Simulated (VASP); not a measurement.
# CdSe (F-43m) in VASP: single point with PBE

Aim: the single point of CdSe with PBE.

Program: VASP 6.6.1. These are calculated values, not measurements. Logs are shortened: lines on timing, memory, paths and dates and some standing lists are left out, and cuts for length are marked.

### 1 The cell of the first run

It takes space group F-43m (No. 216, cubic). The conventional cell has a = 6.141 Å, b = 6.141 Å, c = 6.141 Å, α = 90.00°, β = 90.00°, γ = 90.00°. Cd (site symmetry -43m) is surrounded by 4 Se at 2.66 Å. Se (site symmetry -43m) has 4 Cd at 2.66 Å as nearest neighbours.

Measurements of this composition are mostly on another form, of space group No. 186.

### 2 Single point, PBE (the relaxed cell repeated 8 times, on the trajectory's mesh)

File INCAR:

```
SYSTEM = CdSe
PREC = Accurate
ENCUT = 520
EDIFF = 1E-6
ISMEAR = 0
SIGMA = 0.1
LREAL = Auto
LASPH = .True.
NELM = 100
ALGO = Fast
ISIF = 2
LWAVE = .False.
LCHARG = .False.
GGA = PE
NBANDS = 86
ISYM = 0
```

File KPOINTS:

```
Automatic mesh
0
Gamma
  2 2 2
  0.5 0.5 0.5
```

File POSCAR:

```
CdSe
1.0
   -6.1405423972      0.0000000000      6.1405423972
   -6.1405423972     -6.1405423972      0.0000000000
    0.0000000000     -6.1405423972      6.1405423972
Cd Se
8 8
Direct
    0.0000000000      0.5000000000      0.0000000000
    0.0000000000      0.0000000000      0.0000000000
    0.0000000000      0.5000000000      0.5000000000
    0.0000000000      0.0000000000      0.5000000000
    0.5000000000      0.5000000000      0.0000000000
    0.5000000000      0.0000000000      0.0000000000
    0.5000000000      0.5000000000      0.5000000000
    0.5000000000      0.0000000000      0.5000000000
    0.3750000000      0.3750000000      0.3750000000
    0.3750000000      0.8750000000      0.3750000000
    0.3750000000      0.3750000000      0.8750000000
    0.3750000000      0.8750000000      0.8750000000
    0.8750000000      0.3750000000      0.3750000000
    0.8750000000      0.8750000000      0.3750000000
    0.8750000000      0.3750000000      0.8750000000
    0.8750000000      0.8750000000      0.8750000000
```

Potentials or basis: VASP PAW PBE potentials, release 64 (Cd, Se).

Launch:

```console
$ cat potpaw_PBE.64/Cd/POTCAR potpaw_PBE.64/Se/POTCAR > POTCAR
$ mpirun -np 1 vasp_std > vasp.out
```

OUTCAR:

```text
SYSTEM = CdSe
   PREC = Accurate
   ENCUT = 520
   EDIFF = 1E-6
   ISMEAR = 0
   LREAL = Auto
   LASPH = .True.
   NELM = 100
   ISIF = 2
   GGA = PE
   ISYM = 0

 ion  position               nearest neighbor table
   1  0.000  0.500  0.000-  11 2.66  13 2.66  15 2.66  16 2.66
   2  0.000  0.000  0.000-  12 2.66  14 2.66  15 2.66  16 2.66
   3  0.000  0.500  0.500-   9 2.66  13 2.66  14 2.66  15 2.66
   4  0.000  0.000  0.500-  10 2.66  13 2.66  14 2.66  16 2.66
   5  0.500  0.500  0.000-   9 2.66  11 2.66  12 2.66  15 2.66
   6  0.500  0.000  0.000-  10 2.66  11 2.66  12 2.66  16 2.66
[... 8 lines left out ...]
  15  0.875  0.375  0.875-   1 2.66   2 2.66   3 2.66   5 2.66
  16  0.875  0.875  0.875-   1 2.66   2 2.66   4 2.66   6 2.66

IMPORTANT INFORMATION: All symmetrisations will be switched off!
NOSYMM: (Re-)initialisation of all symmetry stuff for point group C_1.

----------------------------------------------------------------------------------------

                                     Primitive cell

  volume of cell :     463.0738

  direct lattice vectors                    reciprocal lattice vectors
    -6.140542397  0.000000000  6.140542397    -0.081426032  0.081426032  0.081426032
    -6.140542397 -6.140542397  0.000000000    -0.081426032 -0.081426032 -0.081426032
     0.000000000 -6.140542397  6.140542397     0.081426032 -0.081426032  0.081426032

  length of vectors
     8.684038338  8.684038338  8.684038338     0.141034024  0.141034024  0.141034024

  position of ions in fractional coordinates (direct lattice)
     0.000000000  0.500000000  0.000000000
     0.000000000  0.000000000  0.000000000
     0.000000000  0.500000000  0.500000000
     0.000000000  0.000000000  0.500000000
     0.500000000  0.500000000  0.000000000
     0.500000000  0.000000000  0.000000000
[... 8 lines left out ...]
     0.875000000  0.375000000  0.875000000
     0.875000000  0.875000000  0.875000000

  ion indices of the primitive-cell ions
   primitive index   ion index
                 1           1
                 2           2
                 3           3
                 4           4
                 5           5
                 6           6
[... 8 lines left out ...]
                15          15
                16          16

----------------------------------------------------------------------------------------

 KPOINTS: Automatic mesh

Automatic generation of k-mesh.
 Grid dimensions read from file:
 generate k-points for:    2    2    2

 Generating k-lattice:
[... 59 lines left out ...]
   ISIF   =      2    stress and relaxation
   ISYM   =      0    0-nonsym 1-usesym 2-fastsym
   POTIM  = 0.5000    time-step for ionic-motion
   TEBEG  =    0.0;   TEEND  =   0.0 temperature during run
   PSTRESS=    0.0 pullay stress
   NELECT =     144.0000    total number of electrons
   NUPDOWN=      -1.0000    fix difference up-down
   EMIN   =  10.00;   EMAX   =-10.00  energy-range for DOS
   EFERMI =   0.00;   METHOD = LEGACY
   ISMEAR =     0;   SIGMA  =   0.10  broadening in eV -4-tet -1-fermi 0-gaus
   EFERMI_NEDOS =   21; number of points for ismear=-14 and -15
   IALGO  =     68    algorithm
   IMIX   =      4    mixing-type and parameters
     AMIX     =   0.40;   BMIX     =  1.00
     AMIX_MAG =   1.60;   BMIX_MAG =  1.00
  volume/ion in A,a.u.               =      28.94       195.31
  Fermi-wavevector in a.u.,A,eV,Ry     =   1.109121  2.095935 16.737199  1.230149
  Thomas-Fermi vector in A             =   2.245657
   LORBIT       =      0    0 simple, 1 ext, 2 COOP (PROOUT), +10 PAW based schemes
   GGA     = PE    functional components
   LHFCALC =     F    Hartree Fock is set to
   AEXX    =    0.0000 exact exchange contribution
   IVDW    =     0    specifies the selected vdW correction
   LEPSILON=     F    determine dielectric tensor
   LRPA    =     F    only Hartree local field effects (RPA)
 non-spin polarized calculation
 RMM-DIIS sequential band-by-band and
 Gauss-broadening in eV      SIGMA  =   0.10
  energy-cutoff  :      520.00
  volume of cell :      463.07
 maximum number of plane-waves:     12476
 NGX is ok and might be reduce to    70
   NGX = 33   NGY = 33   NGZ = 33

 number of electron     144.0000045 magnetization

 Free energy of the ion-electron system (eV)
  ---------------------------------------------------
  ext. energy  EPLUGINS =         0.00000000
  ---------------------------------------------------
  free energy    TOTEN  =       -43.93808287 eV

  energy without entropy =      -43.93808287  energy(sigma->0) =      -43.93808287

 E-fermi :   1.0946     XC(G=0):  -8.7562

 val. band max:        0.5999444810   @ k =   0.2500   0.0000   0.0000
 cond. band min:       2.2658504266   @ k =   0.2500   0.0000   0.0000
 fundamental gap:      1.6659059456
 Fermi energy:         1.0945571448

 k-point     1 :       0.2500    0.2500    0.2500
  band No.  band energies     occupation
      1     -11.6691      2.00000
      2     -11.4228      2.00000
      3     -11.3560      2.00000
      4     -11.3559      2.00000
      5     -11.3559      2.00000
      6     -11.2785      2.00000
[... 1381 lines left out ...]
     83       5.8232      0.00000
     84       5.8243      0.00000
 [bands above 84 left out]

------------------------ aborting loop because EDIFF is reached ----------------------------------------

  FORCE on cell =-STRESS in cart. coord.  units (eV):
  Direction    XX          YY          ZZ          XY          YZ          ZX
  --------------------------------------------------------------------------------------
  -------------------------------------------------------------------------------------
  Total        4.5457685      4.5458383      4.5458482      0.0000345     -0.0000535     -0.0001484
  in kB       15.7277899     15.7280313     15.7280656      0.0001193     -0.0001851     -0.0005135
  external PRESSURE =      15.7279623 kB  Pullay stress =       0.0000000 kB

 VOLUME and BASIS-vectors are now :
 -----------------------------------------------------------------------------
  energy-cutoff  :      520.00
  volume of cell :      463.07
      direct lattice vectors                 reciprocal lattice vectors
    -6.140542397  0.000000000  6.140542397    -0.081426032  0.081426032  0.081426032
    -6.140542397 -6.140542397  0.000000000    -0.081426032 -0.081426032 -0.081426032
     0.000000000 -6.140542397  6.140542397     0.081426032 -0.081426032  0.081426032

 POSITION                                       TOTAL-FORCE (eV/Angst)
 -----------------------------------------------------------------------------------
     -3.07027     -3.07027      0.00000        -0.000001     -0.000005     -0.000005
      0.00000      0.00000      0.00000        -0.000001     -0.000000      0.000008
     -3.07027     -6.14054      3.07027        -0.000008     -0.000008      0.000002
      0.00000     -3.07027      3.07027        -0.000008      0.000000      0.000005
     -6.14054     -3.07027      3.07027        -0.000004      0.000000      0.000010
     -3.07027      0.00000      3.07027        -0.000010     -0.000007      0.000002
[... 8 lines left out ...]
     -7.67568     -7.67568     10.74595        -0.000002      0.000001      0.000002
    -10.74595    -10.74595     10.74595         0.000009      0.000012      0.000003
 -----------------------------------------------------------------------------------
    total drift:                                0.000031     -0.000029     -0.000048

  FREE ENERGIE OF THE ION-ELECTRON SYSTEM (eV)
  ---------------------------------------------------
  free  energy   TOTEN  =       -43.9380828661 eV

  energy  without entropy=      -43.9380828661  energy(sigma->0) =      -43.93808287
```

It took 26 min on 1 thread of Intel Xeon Platinum 8488C (Sapphire Rapids), shared host; peak memory 0.9 GiB.

What came out:

```
Free energy            : -43.9381 eV
Pressure               : 1.6 GPa
Band gap on the k mesh : 1.67 eV
```

A k mesh can miss the band edges.
